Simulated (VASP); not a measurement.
Input:

```
CELL_PARAMETERS angstrom
      0.00000     2.47147     2.47147
      2.47147     0.00000     2.47147
      2.47147     2.47147     0.00000
ATOMIC_POSITIONS crystal
  In 0.00000 0.00000 0.00000
  N  0.25000 0.25000 0.25000
```

All values below come from SCAN meta-GGA, VASP's PBE PAW potentials (set 64) (plane waves; VASP). Run with 520 eV cut-off, 13×13×13 Γ-centred mesh, first-order Methfessel-Paxton smearing of 0.10 eV, potentials In_d N.

Q: The job: InN (zinc blende), 2 atoms, SCAN, static run, 520 eV, 13×13×13 Γ-centred mesh. Roughly how much core time does it take on a busy server core?

A: About 4 core-minutes (one run on a shared machine, a rough figure). It had 84 irreducible k-points, 13 bands, up to 869 plane waves and 26 electronic steps.

The compound is InN in the zinc blende structure, a metastable form; wurtzite is the usual one. This cell is one point of a volume scan, at 0.97 of the reference volume.
